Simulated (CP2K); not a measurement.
Hf:

```xyz
2
Lattice="3.1967 0.0000 0.0000 -1.5983 2.7684 0.0000 0.0000 0.0000 5.0578" Properties=species:S:1:pos:R:3 pbc="T T T"
Hf    1.5984    0.9228    3.7934
Hf    0.0000    1.8456    1.2645
```

Base run:

* Program: CP2K 2026.2
* Functional: BLYP
* Dispersion: D4
* Potentials or basis: GTH_POTENTIALS Hf GTH-PBE-q12; TZVP-MOLOPT-PBE-GTH basis
* Density cutoff: 6123 eV
* k mesh: 10 × 10 × 5
* Occupations: fermi-dirac, width 0.05 eV
* Spin: no spin polarisation

Its results: band gap on the k mesh none (metal or under the smearing width); pressure 0.7 GPa.

**Question.** The run is repeated on the same cell with these changes: dispersion from D4 to none. What comes out?

**Answer.** Band gap on the k mesh none (metal or under the smearing width); pressure 3.5 GPa.

Dispersion adds attraction, which lowers the pressure at fixed volume and, as a term added to the energy, leaves the levels alone.

Caveats: the potentials were made for another functional, which shifts forces and pressure; the basis of atomic orbitals isn't converged, which shifts pressures, moduli and gaps; pairwise dispersion overbinds metals, which lowers pressure and volume (some runs).
